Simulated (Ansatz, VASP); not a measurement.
## MgO in VASP and in Ansatz

```xyz
8
Lattice="3.2805 0.0000 0.0000 -1.6403 2.8410 0.0000 0.0000 0.0000 10.5139" Properties=species:S:1:pos:R:3 pbc="T T T"
Mg    0.0000    1.8940   10.1931
Mg    0.0000    0.0000    2.3217
Mg    0.0000    0.0000    7.5786
Mg    1.6403    0.9470    4.9362
O     0.0000    1.8940    8.2013
O     0.0000    0.0000    5.5686
O     0.0000    0.0000    0.3117
O     1.6403    0.9470    2.9443
```

Alike in both runs: functional PBE; k mesh 9 × 9 × 4; occupations gaussian, width 0.02 eV; no spin polarisation.

Ansatz relaxed the structure, and its values are those at the end. VASP's run is a single point on that final structure, the one shown.

|  | VASP | Ansatz |
| --- | --- | --- |
| version | VASP 6.6.1 | Ansatz 0.2.0 |
| potentials or method | VASP PAW PBE potentials, release 64 (Mg, O) | scalar-relativistic, plane waves, PAW |
| plane-wave cutoff (eV) | 520 | 520 |
| valence electrons in the cell | 32 | 64 |

Ansatz gave:

| Quantity | Value |
| --- | --- |
| gap on the k mesh at the Fermi level (eV) | 3.46 |
| least direct gap on the mesh (eV) | 3.46 |
| pressure (GPa) | 0.0 |

What did VASP give for the same quantities?

gap on the k mesh at the Fermi level (eV): 3.44; least direct gap on the mesh (eV): 3.44; pressure (GPa): -0.4.

The functional is the same, so the differences come from potentials, cutoffs and numerics. The two sets of potentials don't hold the same shells in valence.

Caveats: an odd mesh through Γ misses points on the zone boundary, where band edges often lie. Expect the measured gap to be larger: semilocal functionals such as PBE lack the derivative discontinuity.
